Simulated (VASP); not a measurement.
# From an Ansatz input to VASP: BeTe (CsCl)

Ansatz input

```yaml
crystal:
  lattice:
    - [3.3650594852, 0.0, 0.0]
    - [0.0, 3.3650594852, 0.0]
    - [0.0, 0.0, 3.3650594852]
  atoms:
    - { symbol: Be, position: [0.0, 0.0, 0.0] }
    - { symbol: Te, position: [0.5, 0.5, 0.5] }
kpoints:
  mp_grid: { grid: [8, 8, 8] }
  band_path:
    path:
      - [[0.0, 0.0, 0.0], [0.0, 0.5, 0.0], [0.5, 0.5, 0.0], [0.0, 0.0, 0.0], [0.5, 0.5, 0.5], [0.0, 0.5, 0.0]]
      - [[0.5, 0.5, 0.0], [0.5, 0.5, 0.5]]
    npoints: 10
hamiltonian:
  xc: pbe
scf:
  occupations: { method: fermi_dirac, width: 0.02 }
  n_extra_bands: 4
output:
  forces: true
  stress: true
  eigenvalues: true
```

**Question.** Which VASP files do the same job?

**Answer.** 

INCAR

```
LWAVE = .FALSE.
PREC = Accurate
NELM = 120
ISMEAR = -1
SIGMA = 0.02
LREAL = .FALSE.
IBRION = -1
ISIF = 2
NSW = 0
LCHARG = .FALSE.
NBANDS = 11
LASPH = .TRUE.
ENCUT = 520
GGA = PE
EDIFF = 1E-7
```

KPOINTS

```
KPOINTS created by Atomic Simulation Environment
0
Gamma
8 8 8
0 0 0
```

KPOINTS_OPT

```
special points
7
Reciprocal
0.0000000000 0.0000000000 0.0000000000 1
0.0000000000 0.5000000000 0.0000000000 1
0.5000000000 0.5000000000 0.0000000000 1
0.5000000000 0.5000000000 0.5000000000 1
0.1500000000 0.5000000000 0.0000000000 1
0.5000000000 0.5000000000 0.3000000000 1
0.0000000000 0.2500000000 0.3750000000 1
```

POSCAR

```
Be Te
 1.0000000000000000
     3.3650594852277229    0.0000000000000000   -0.0000000000000000
    -0.0000000000000000    3.3650594852277229    0.0000000000000000
     0.0000000000000000    0.0000000000000000    3.3650594852277229
 Be  Te
   1   1
Cartesian
 -0.0000000000000000  0.0000000000000000  0.0000000000000000
  1.6825297426138615  1.6825297426138615  1.6825297426138615
```

VASP ran with the recommended PBE PAW datasets (8 valence electrons in the cell). Other inputs would serve too.

```
                                                      Ansatz                               VASP
gap between bands v and c  -2.65 eV (bands overlap: a metal)  -2.66 eV (bands overlap: a metal)
         least direct gap                            0.16 eV                            0.16 eV
                 pressure                           -0.4 GPa                           -0.4 GPa
```

The two codes use different PAW datasets and cutoffs. VASP's cell holds 8 valence electrons and Ansatz's 18. Ansatz's stress includes a Pulay correction; VASP's doesn't. Ansatz solved a whole band path, VASP its corner points and band edges.
